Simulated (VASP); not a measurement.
Crystal: In.

```
CELL_PARAMETERS angstrom
-1.69471 1.69471 2.29737
1.69471 -1.69471 2.29737
1.69471 1.69471 -2.29737
ATOMIC_POSITIONS crystal
In 0.00000 0.00000 0.00000
```

```yaml
Program: VASP 6.6.1
Task: relaxation of cell and atoms
Functional: r2SCAN
Dispersion: rVV10
Potentials_or_basis: VASP PAW PBE potentials, release 64 (In_d)
Cutoff: 600 eV
k_mesh: 18 × 18 × 18
Occupations: gaussian, width 0.1 eV
Spin: no spin polarisation
```

At the start: pressure -1.0 GPa; volume 26.39 Å³/atom.

How do energy, volume and symmetry change on relaxing?

Over 8 steps the energy falls by 2.6 meV/atom and the volume is 25.87 Å³/atom (-2.0 %); space group Fm-3m (No. 225, to 0.05 Å).

The path:
```csv
step,energy change (eV),largest force (eV/Å),pressure (GPa),volume (Å³)
1,0.0000,0.0000,-1.00,26.39
2,-0.0020,0.0000,0.06,25.77
3,-0.0020,0.0000,0.02,25.79
4,-0.0020,0.0000,0.02,25.79
5,-0.0022,0.0000,0.02,25.81
6,-0.0024,0.0000,0.02,25.83
7,-0.0026,0.0000,-0.04,25.88
8,-0.0026,0.0000,-0.01,25.87
```

Final structure:
```yaml
crystal:
  lattice:
    - [-1.66175, 1.66175, 2.34247]
    - [1.66175, -1.66175, 2.34247]
    - [1.66175, 1.66175, -2.34247]
  atoms:
    - { symbol: In, position: [0.00000, 0.00000, 0.00000] }
```

Caveat: the PAW data sets were made with another functional, which shifts forces and pressure a little.
